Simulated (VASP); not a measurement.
# C in VASP: notebook

The runs below take C through single point, relaxation of the atoms, with LDA.

Everything below comes from runs of VASP 6.6.1. Logs are shortened: lines on timing, memory, paths and dates and some standing lists are left out, and cuts for length are marked.

### 1 The slab as given

The cell holds a slab with vacuum, 14 atoms: a = 2.499 Å, b = 2.499 Å, c = 27.752 Å, α = 90.00°, β = 90.00°, γ = 120.00°.

The slab is cut from a database's or a generator's crystal, which needn't be the stable form of the element.

### 2 Single point, LDA

File INCAR:

```
SYSTEM = C
ALGO = Fast ; DIPOL = 0.5 0.5 0.500
EDIFF = 1E-7 ; ENCUT = 520
ICORELEVEL = 1 ; IDIPOL = 3
ISIF = 2 ; ISMEAR = 0
KPAR = 4 ; LASPH = .TRUE.
LCHARG = .FALSE. ; LDIPOL = .TRUE.
LREAL = .FALSE. ; LVACPOTAV = .TRUE.
LVHAR = .TRUE. ; LWAVE = .FALSE.
NBANDS = 41 ; NELM = 80
PREC = Accurate ; SIGMA = 0.03
```

File KPOINTS:

```
k-points
0
G
  12 12 1
  0 0 0
```

File POSCAR:

```
C
1.0
    2.4988616200      0.0000000000      0.0000000000
   -1.2494308100      2.1640776500      0.0000000000
    0.0000000000      0.0000000000     27.7519498300
C
14
Direct
    0.0000000000      0.0000000000      0.2702512800
    0.6666666700      0.3333333300      0.2886311800
    0.6666666700      0.3333333300      0.3437708700
    0.3333333300      0.6666666700      0.3621507700
    0.3333333300      0.6666666700      0.4172904600
    0.0000000000      0.0000000000      0.4356703600
    0.0000000000      0.0000000000      0.4908100500
    0.6666666700      0.3333333300      0.5091899500
    0.6666666700      0.3333333300      0.5643296400
    0.3333333300      0.6666666700      0.5827095400
    0.3333333300      0.6666666700      0.6378492300
    0.0000000000      0.0000000000      0.6562291300
    0.0000000000      0.0000000000      0.7113688200
    0.6666666700      0.3333333300      0.7297487200
```

Potentials or basis: VASP PAW LDA potentials, release 64 (C).

The run is started by

```console
$ cat potpaw_LDA.64/C/POTCAR > POTCAR
$ mpirun -np 4 vasp_std > vasp.out
```

OUTCAR:

```text
SYSTEM = C
   EDIFF = 1E-7
   ENCUT = 520
   ISIF = 2
   ISMEAR = 0
   LASPH = .TRUE.
   LREAL = .FALSE.
   NELM = 80
   PREC = Accurate

 ion  position               nearest neighbor table
   1  0.000  0.000  0.270-   2 1.53   2 1.53   2 1.53
   2  0.667  0.333  0.289-   3 1.53   1 1.53   1 1.53   1 1.53
   3  0.667  0.333  0.344-   2 1.53   4 1.53   4 1.53   4 1.53
   4  0.333  0.667  0.362-   5 1.53   3 1.53   3 1.53   3 1.53
   5  0.333  0.667  0.417-   4 1.53   6 1.53   6 1.53   6 1.53
   6  0.000  0.000  0.436-   7 1.53   5 1.53   5 1.53   5 1.53
   7  0.000  0.000  0.491-   6 1.53   8 1.53   8 1.53   8 1.53
   8  0.667  0.333  0.509-   9 1.53   7 1.53   7 1.53   7 1.53
   9  0.667  0.333  0.564-   8 1.53  10 1.53  10 1.53  10 1.53
  10  0.333  0.667  0.583-  11 1.53   9 1.53   9 1.53   9 1.53
  11  0.333  0.667  0.638-  10 1.53  12 1.53  12 1.53  12 1.53
  12  0.000  0.000  0.656-  13 1.53  11 1.53  11 1.53  11 1.53
  13  0.000  0.000  0.711-  12 1.53  14 1.53  14 1.53  14 1.53
  14  0.667  0.333  0.730-  13 1.53  13 1.53  13 1.53

  LATTYP: Found a hexagonal cell.
 ALAT       =     2.4988616200
 C/A-ratio  =    11.1058369971

  Lattice vectors:

 A1 = (   2.4988616200,   0.0000000000,   0.0000000000)
 A2 = (  -1.2494308100,   2.1640776500,   0.0000000000)
 A3 = (   0.0000000000,   0.0000000000,  27.7519498300)

Analysis of symmetry for initial positions (statically):
=====================================================================
 Subroutine PRICEL returns:
 Original cell was already a primitive cell.

 Routine SETGRP: Setting up the symmetry group for a
 hexagonal supercell.

 Subroutine GETGRP returns: Found 12 space group operations
 (whereof  6 operations were pure point group operations)
 out of a pool of 24 trial point group operations.

The static configuration has the point symmetry C_3v.
 The point group associated with its full space group is D_3d.

Analysis of symmetry for dynamics (positions and initial velocities):
=====================================================================
 Subroutine PRICEL returns:
 Original cell was already a primitive cell.

 Routine SETGRP: Setting up the symmetry group for a
 hexagonal supercell.

 Subroutine GETGRP returns: Found 12 space group operations
 (whereof  6 operations were pure point group operations)
 out of a pool of 24 trial point group operations.

The dynamic configuration has the point symmetry C_3v.
 The point group associated with its full space group is D_3d.

 Subroutine INISYM returns: Found 12 space group operations
 (whereof  6 operations are pure point group operations),
 and found     1 'primitive' translations

----------------------------------------------------------------------------------------

                                     Primitive cell

  volume of cell :     150.0751

  direct lattice vectors                    reciprocal lattice vectors
     2.498861620  0.000000000  0.000000000     0.400182224  0.231045314  0.000000000
    -1.249430810  2.164077650  0.000000000     0.000000000  0.462090628  0.000000000
     0.000000000  0.000000000 27.751949830     0.000000000  0.000000000  0.036033504

  length of vectors
     2.498861620  2.498861626 27.751949830     0.462090629  0.462090628  0.036033504

  position of ions in fractional coordinates (direct lattice)
     0.000000000  0.000000000  0.270251280
     0.666666670  0.333333330  0.288631180
     0.666666670  0.333333330  0.343770870
     0.333333330  0.666666670  0.362150770
     0.333333330  0.666666670  0.417290460
     0.000000000  0.000000000  0.435670360
     0.000000000  0.000000000  0.490810050
     0.666666670  0.333333330  0.509189950
     0.666666670  0.333333330  0.564329640
     0.333333330  0.666666670  0.582709540
     0.333333330  0.666666670  0.637849230
     0.000000000  0.000000000  0.656229130
     0.000000000  0.000000000  0.711368820
     0.666666670  0.333333330  0.729748720

  ion indices of the primitive-cell ions
   primitive index   ion index
                 1           1
                 2           2
                 3           3
                 4           4
                 5           5
                 6           6
                 7           7
                 8           8
                 9           9
                10          10
                11          11
                12          12
                13          13
                14          14

----------------------------------------------------------------------------------------

 KPOINTS: k-points

Automatic generation of k-mesh.
 Grid dimensions read from file:
 generate k-points for:   12   12    1

 Generating k-lattice:

  Cartesian coordinates                     Fractional coordinates (reciprocal lattice)
     0.033348519  0.019253776  0.000000000     0.083333333  0.000000000  0.000000000
     0.000000000  0.038507552  0.000000000     0.000000000  0.083333333  0.000000000
     0.000000000  0.000000000  0.036033504     0.000000000  0.000000000  1.000000000

  Length of vectors
     0.038507552  0.038507552  0.036033504

  Shift w.r.t. Gamma in fractional coordinates (k-lattice)
     0.000000000  0.000000000  0.000000000

 Subroutine IBZKPT returns following result:
 ===========================================

 Found     19 irreducible k-points:

 Following reciprocal coordinates:
            Coordinates               Weight
  0.000000  0.000000  0.000000      1.000000
  0.083333  0.000000  0.000000      6.000000
  0.166667  0.000000  0.000000      6.000000
  0.250000  0.000000  0.000000      6.000000
  0.333333  0.000000  0.000000      6.000000
  0.416667  0.000000  0.000000      6.000000
[... 11 lines left out ...]
  0.333333  0.250000  0.000000     12.000000
  0.333333  0.333333  0.000000      2.000000
   k-points           NKPTS =     19   k-points in BZ     NKDIM =     19   number of bands    NBANDS=     41
   number of dos      NEDOS =    301   number of ions     NIONS =     14
   total plane-waves  NPLWV =  84000
   dimension x,y,z NGX =    20 NGY =   20 NGZ =  210
   dimension x,y,z NGXF=    40 NGYF=   40 NGZF=  420
   ions per type =              14
   NGX,Y,Z   is equivalent  to a cutoff of  13.31, 13.31, 12.58 a.u.
   NGXF,Y,Z  is equivalent  to a cutoff of  26.61, 26.61, 25.16 a.u.
 SYSTEM =  C
   PREC   = accura    normal or accurate (medium, high low for compatibility)
   ISTART =      0    job   : 0-new  1-cont  2-samecut
   ICHARG =      2    charge: 1-file 2-atom 10-const
   ISPIN  =      1    spin polarized calculation?
   LNONCOLLINEAR =      F non collinear calculations
   LSORBIT =      F    spin-orbit coupling
   LASPH  =      T    aspherical Exc in radial PAW
   ENCUT  =  520.0 eV  38.22 Ry    6.18 a.u.   4.65  4.65 51.60*2*pi/ulx,y,z
   NELM   =     80;   NELMIN=  2; NELMDL= -5     # of ELM steps
   EDIFF  = 0.1E-06   stopping-criterion for ELM
   LREAL  =      F    real-space projection
   EDIFFG = 0.1E-05   stopping-criterion for IOM
   NSW    =      0    number of steps for IOM
   IBRION =     -1    ionic relax: 0-MD 1-quasi-New 2-CG
   NFREE  =      0    steps in history (QN), initial steepest desc. (CG)
   ISIF   =      2    stress and relaxation
   ISYM   =      2    0-nonsym 1-usesym 2-fastsym
   POTIM  = 0.5000    time-step for ionic-motion
   TEBEG  =    0.0;   TEEND  =   0.0 temperature during run
   PSTRESS=    0.0 pullay stress
   NELECT =      56.0000    total number of electrons
   NUPDOWN=      -1.0000    fix difference up-down
   EMIN   =  10.00;   EMAX   =-10.00  energy-range for DOS
   EFERMI =   0.00;   METHOD = LEGACY
   ISMEAR =     0;   SIGMA  =   0.03  broadening in eV -4-tet -1-fermi 0-gaus
   EFERMI_NEDOS =   21; number of points for ismear=-14 and -15
   IALGO  =     68    algorithm
   IMIX   =      4    mixing-type and parameters
     AMIX     =   0.40;   BMIX     =  1.00
     AMIX_MAG =   1.60;   BMIX_MAG =  1.00
  volume/ion in A,a.u.               =      10.72        72.34
  Fermi-wavevector in a.u.,A,eV,Ry     =   1.178604  2.227239 18.899960  1.389108
  Thomas-Fermi vector in A             =   2.314930
   LORBIT       =      0    0 simple, 1 ext, 2 COOP (PROOUT), +10 PAW based schemes
   GGA     = CA    functional components
   LHFCALC =     F    Hartree Fock is set to
   AEXX    =    0.0000 exact exchange contribution
   IVDW    =     0    specifies the selected vdW correction
   LEPSILON=     F    determine dielectric tensor
   LRPA    =     F    only Hartree local field effects (RPA)
 non-spin polarized calculation
 RMM-DIIS sequential band-by-band and
 Gauss-broadening in eV      SIGMA  =   0.03
  energy-cutoff  :      520.00
  volume of cell :      150.08
 maximum number of plane-waves:      4078
 NGX is ok and might be reduce to    20
   NGX =  9   NGY =  9   NGZ =103

 number of electron      56.0000000 magnetization

 dipolmoment           0.000000      0.000000     -0.000000 electrons x Angstroem

 Free energy of the ion-electron system (eV)
  ---------------------------------------------------
  ext. energy  EPLUGINS =         0.00000000
  ---------------------------------------------------
  free energy    TOTEN  =      -136.30186935 eV

  energy without entropy =     -136.29013679  energy(sigma->0) =     -136.29600307

 the core state eigenenergies are
   1-  1s   -259.7065
   2-  1s   -260.1628
   3-  1s   -261.0617
   4-  1s   -260.8925
   5-  1s   -261.1520
   6-  1s   -261.1356
   7-  1s   -261.1771
   8-  1s   -261.1771
   9-  1s   -261.1356
  10-  1s   -261.1520
  11-  1s   -260.8925
  12-  1s   -261.0617
  13-  1s   -260.1628
  14-  1s   -259.7065

 E-fermi :   2.7682     XC(G=0):  -7.7018

 val. band max:        2.7655271206   @ k =   0.3333   0.1667   0.0000
 cond. band min:       2.7708649474   @ k =   0.0833   0.0000   0.0000
 fundamental gap:      0.0053378268
 Fermi energy:         2.7682308162

 k-point     1 :       0.0000    0.0000    0.0000
  band No.  band energies     occupation
      1     -19.9772      2.00000
      2     -19.3891      2.00000
      3     -18.5879      2.00000
      4     -17.5890      2.00000
      5     -16.3940      2.00000
      6     -15.0126      2.00000
[... 32 lines left out ...]
     39       9.2173      0.00000
     40       9.8022      0.00000

 k-point     2 :       0.0833    0.0000    0.0000
  band No.  band energies     occupation
      1     -19.8035      2.00000
      2     -19.2161      2.00000
      3     -18.4160      2.00000
      4     -17.4190      2.00000
      5     -16.2267      2.00000
      6     -14.8490      2.00000
[... 32 lines left out ...]
     39       9.6032      0.00000
     40       9.6083      0.00000

 k-point     3 :       0.1667    0.0000    0.0000
  band No.  band energies     occupation
      1     -19.2839      2.00000
      2     -18.6988      2.00000
      3     -17.9025      2.00000
      4     -16.9111      2.00000
      5     -15.7271      2.00000
      6     -14.3610      2.00000
[... 637 lines left out ...]
 k-point    18 :       0.3333    0.2500    0.0000
  band No.  band energies     occupation
      1     -13.8877      2.00000
      2     -13.3943      2.00000
      3     -12.8107      2.00000
      4     -12.2873      2.00000
      5     -11.7495      2.00000
      6     -11.3422      2.00000
[... 32 lines left out ...]
     39      12.5177      0.00000
     40      12.6247      0.00000

 k-point    19 :       0.3333    0.3333    0.0000
  band No.  band energies     occupation
      1     -12.4863      2.00000
      2     -12.4863      2.00000
      3     -12.3908      2.00000
      4     -12.2930      2.00000
      5     -11.7726      2.00000
      6     -11.7726      2.00000
[... 32 lines left out ...]
     39      13.1382      0.00000
     40      14.0366      0.00000
 [bands above 40 left out]

------------------------ aborting loop because EDIFF is reached ----------------------------------------

  FORCE on cell =-STRESS in cart. coord.  units (eV):
  Direction    XX          YY          ZZ          XY          YZ          ZX
  --------------------------------------------------------------------------------------
  -------------------------------------------------------------------------------------
  Total       -0.4300673     -0.4300673     -2.0335170      0.0000000      0.0000000     -0.0000000
  in kB       -4.5913298     -4.5913298    -21.7095016      0.0000000      0.0000000     -0.0000000
  external PRESSURE =     -10.2973870 kB  Pullay stress =       0.0000000 kB

 VOLUME and BASIS-vectors are now :
 -----------------------------------------------------------------------------
  energy-cutoff  :      520.00
  volume of cell :      150.08
      direct lattice vectors                 reciprocal lattice vectors
     2.498861620  0.000000000  0.000000000     0.400182224  0.231045314  0.000000000
    -1.249430810  2.164077650  0.000000000     0.000000000  0.462090628  0.000000000
     0.000000000  0.000000000 27.751949830     0.000000000  0.000000000  0.036033504

 POSITION                                       TOTAL-FORCE (eV/Angst)
 -----------------------------------------------------------------------------------
      0.00000      0.00000      7.50000         0.000000     -0.000000      4.176364
      1.24943      0.72136      8.01008        -0.000000     -0.000000     -4.797213
      1.24943      0.72136      9.54031         0.000000     -0.000000      0.842713
     -0.00000      1.44272     10.05039         0.000000      0.000000     -0.383372
     -0.00000      1.44272     11.58062        -0.000000      0.000000      0.179132
      0.00000      0.00000     12.09070        -0.000000      0.000000     -0.087199
      0.00000      0.00000     13.62094         0.000000     -0.000000      0.068810
      1.24943      0.72136     14.13101        -0.000000     -0.000000     -0.068810
      1.24943      0.72136     15.66125         0.000000     -0.000000      0.087199
     -0.00000      1.44272     16.17133         0.000000     -0.000000     -0.179132
     -0.00000      1.44272     17.70156         0.000000     -0.000000      0.383372
      0.00000      0.00000     18.21164         0.000000      0.000000     -0.842713
      0.00000      0.00000     19.74187         0.000000      0.000000      4.797213
      1.24943      0.72136     20.25195         0.000000      0.000000     -4.176364
 -----------------------------------------------------------------------------------
    total drift:                               -0.000002      0.000002     -0.000012

  FREE ENERGIE OF THE ION-ELECTRON SYSTEM (eV)
  ---------------------------------------------------
  free  energy   TOTEN  =      -136.3018693531 eV

  energy  without entropy=     -136.2901367903  energy(sigma->0) =     -136.29600307

 vacuum level on the upper side and lower side of the slab         8.639         8.639
```

It took 69 s on 4 MPI ranks of Intel Xeon Platinum 8488C (Sapphire Rapids), shared host; peak memory 0.24 GiB.

What came out:

* Free energy: -136.3019 eV
* Largest force: 4.797 eV/Å
* Band gap on the k mesh: none (metal or under the smearing width)
* Work function of the upper face: 5.87 eV
* Work function of the lower face: 5.87 eV

Forces in eV/Å, atoms in the order of the input:
```
C    0.000  0.000  4.176
C    0.000  0.000 -4.797
C    0.000  0.000  0.843
C    0.000  0.000 -0.383
C    0.000  0.000  0.179
C    0.000  0.000 -0.087
C    0.000  0.000  0.069
C    0.000  0.000 -0.069
C    0.000  0.000  0.087
C    0.000  0.000 -0.179
C    0.000  0.000  0.383
C    0.000  0.000 -0.843
C    0.000  0.000  4.797
C    0.000  0.000 -4.176
```

Core levels (eV, on the scale of the bands):
| atom | levels |
| --- | --- |
| 1 C | 1s -259.7 |
| 2 C | 1s -260.2 |
| 3 C | 1s -261.1 |
| 4 C | 1s -260.9 |
| 5 C | 1s -261.2 |
| 6 C | 1s -261.1 |

[end of part 1 of 2]
